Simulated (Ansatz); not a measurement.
# FeS2: the cost of one run

Computed with Ansatz 0.2.0 (DFT LDA+U (U_eff = 1 eV on Fe d), plane waves, PAW, unless a step's input says otherwise).

## (1) The starting structure

The structure is orthorhombic, space group Pnnm (No. 58). Conventional cell: a = 4.445 Å, b = 5.425 Å, c = 3.386 Å, α = 90.00°, β = 90.00°, γ = 90.00°. Fe (site symmetry 2/m) has 6 S at 2.24 to 2.25 Å as nearest neighbours. S (site symmetry m) has 1 S at 2.21 Å and 3 Fe at 2.24 to 2.25 Å as nearest neighbours.

Structure file:

```cif
data_structure
_symmetry_space_group_name_H-M 'P 1'
_symmetry_Int_Tables_number 1
_cell_length_a 4.4446
_cell_length_b 5.4246
_cell_length_c 3.3864
_cell_angle_alpha 90.000
_cell_angle_beta 90.000
_cell_angle_gamma 90.000
_cell_volume 81.65
loop_
_atom_site_label
_atom_site_type_symbol
_atom_site_fract_x
_atom_site_fract_y
_atom_site_fract_z
_atom_site_occupancy
Fe1 Fe 0.00000 0.00000 0.00000 1
Fe2 Fe 0.50000 0.50000 0.50000 1
S1 S 0.20040 0.37870 0.00000 1
S2 S 0.79960 0.62130 0.00000 1
S3 S 0.70040 0.12130 0.50000 1
S4 S 0.29960 0.87870 0.50000 1
```

An earlier series on this cell reached its lowest free state from «ferrimagnetic site moments held at first, then free», perhaps among other starts (it ended without moments).

## (2) Antiferromagnetic directions held

input.yaml reads:

```yaml
crystal:
  lattice:
    - [4.44459993, 0.0, 0.0]
    - [0.0, 5.42459991, 0.0]
    - [0.0, 0.0, 3.38639995]
  atoms:
    - { symbol: Fe, position: [0.0, 0.0, 0.0], spin: 4.0 }
    - { symbol: Fe, position: [0.5, 0.5, 0.5], spin: -4.0 }
    - { symbol: S, position: [0.2004, 0.3787, 0.0] }
    - { symbol: S, position: [0.7996, 0.6213, 0.0] }
    - { symbol: S, position: [0.7004, 0.1213, 0.5] }
    - { symbol: S, position: [0.2996, 0.8787, 0.5] }
basis:
  ecutwfc: 420
  ecutrho_ratio: 4
kpoints:
  mp_grid: { grid: [4, 4, 6] }
hamiltonian:
  xc: lda
  hubbard:
    sites:
      - { site: 0, l: d, u_eff: 1.0, starting_ns: [{ spin: up, occupation_matrix: s0up }, { spin: down, occupation_matrix: s0down }] }
      - { site: 1, l: d, u_eff: 1.0, starting_ns: [{ spin: up, occupation_matrix: s1up }, { spin: down, occupation_matrix: s1down }] }
    occupation_matrices:
      s0up:
        matrix:
          - [0.97, 0.0, 0.0, 0.0, 0.0]
          - [0.0, 0.18517, 0.36004, 0.0, 0.0]
          - [0.0, 0.36004, 0.80483, 0.0, 0.0]
          - [0.0, 0.0, 0.0, 0.97, 0.0]
          - [0.0, 0.0, 0.0, 0.0, 0.97]
      s0down:
        matrix:
          - [0.02, 0.0, 0.0, 0.0, 0.0]
          - [0.0, 0.02, 0.0, 0.0, 0.0]
          - [0.0, 0.0, 0.02, 0.0, 0.0]
          - [0.0, 0.0, 0.0, 0.02, 0.0]
          - [0.0, 0.0, 0.0, 0.0, 0.02]
      s1up:
        matrix:
          - [0.02, 0.0, 0.0, 0.0, 0.0]
          - [0.0, 0.02, 0.0, 0.0, 0.0]
          - [0.0, 0.0, 0.02, 0.0, 0.0]
          - [0.0, 0.0, 0.0, 0.02, 0.0]
          - [0.0, 0.0, 0.0, 0.0, 0.02]
      s1down:
        matrix:
          - [0.97, 0.0, 0.0, 0.0, 0.0]
          - [0.0, 0.18517, -0.36004, 0.0, 0.0]
          - [0.0, -0.36004, 0.80483, 0.0, 0.0]
          - [0.0, 0.0, 0.0, 0.97, 0.0]
          - [0.0, 0.0, 0.0, 0.0, 0.97]
    ns_hold: { iters: 8 }
scf:
  occupations: { method: gaussian, width: 0.05 }
  lower_state_search: "off"
  max_iter: 150
output:
  forces: true
  stress: true
  eigenvalues: true
  populations: true
  hubbard: { sites: [{ site: 0, l: d }, { site: 1, l: d }] }
magnetization:
  spin_polarized: true
  spin_locking: { lock_directions: true }
```

The typed matrices put 0.97 on the chosen orbitals and 0.02 on the others, and are held for 8 cycles. The lock stays on to the end, so the result is a constrained state.

On the command line:

```
ansatz run input.yaml --threads 4 --pin off --max-ram 6144MiB --backend cpu --events-out ev --progress --plain --runs-dir out
```

Q: Estimate wall time and peak memory on 4 threads of Arm Neoverse N1, shared host.

About 20 s, with a peak of 0.58 GiB.
